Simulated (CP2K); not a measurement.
Slab: WS2, a slab with vacuum.

```
CELL_PARAMETERS angstrom
3.18352 0.00000 0.00000
-1.59176 2.75701 0.00000
0.00000 0.00000 16.95058
ATOMIC_POSITIONS crystal
W 0.00000 0.00000 0.00000
S 0.33333 0.66667 0.09200
S 0.33333 0.66667 0.90800
```

| Property | Result |
| --- | --- |
| Program | CP2K 2026.2 |
| Task | single point |
| Functional | PBEsol |
| Potentials or basis | POTENTIAL_UZH W GTH-PBE-q14, S GTH-PBE-q6; TZVP-MOLOPT-PBE-GTH basis |
| Density cutoff | 6123 eV |
| k mesh | 10 × 10 × 2 |
| Occupations | fermi-dirac, width 0.05 eV |
| Spin | no spin polarisation |

On this cell: largest force 0.039 eV/Å; band gap on the k mesh 1.99 eV, indirect (least direct gap 2.17 eV).

The same run follows on a disturbed copy (atoms moved at random, drawn with an rms of 0.05 Å):

```xyz
3
Lattice="3.1835 0.0000 0.0000 -1.5918 2.7570 0.0000 0.0000 0.0000 16.9506" Properties=species:S:1:pos:R:3 pbc="T T T"
W    -0.0087    0.0026   -0.0399
S     0.0322    1.8182    1.5743
S     0.0073    1.8154   15.4044
```

Q: What changes?

A: The energy moves by +21.0 meV/atom; largest force 1.907 eV/Å; band gap on the k mesh 1.92 eV, indirect (least direct gap 2.14 eV).

Forces on the atoms (eV/Å):
```
W    0.575 -0.516  1.744
S   -0.374  0.207 -0.857
S   -0.201  0.309 -0.887
```

Stress tensor (GPa, compression positive):
```
-1.31  0.18 -0.32
 0.18 -0.94 -0.14
-0.32 -0.14 -0.05
```

Caveats: the potentials were made for another functional, which shifts forces and pressure; spin-orbit coupling is left out, which moves the levels of the heavy elements; the basis of atomic orbitals isn't converged, which shifts pressures, moduli and gaps.

A k mesh can miss the band edges.
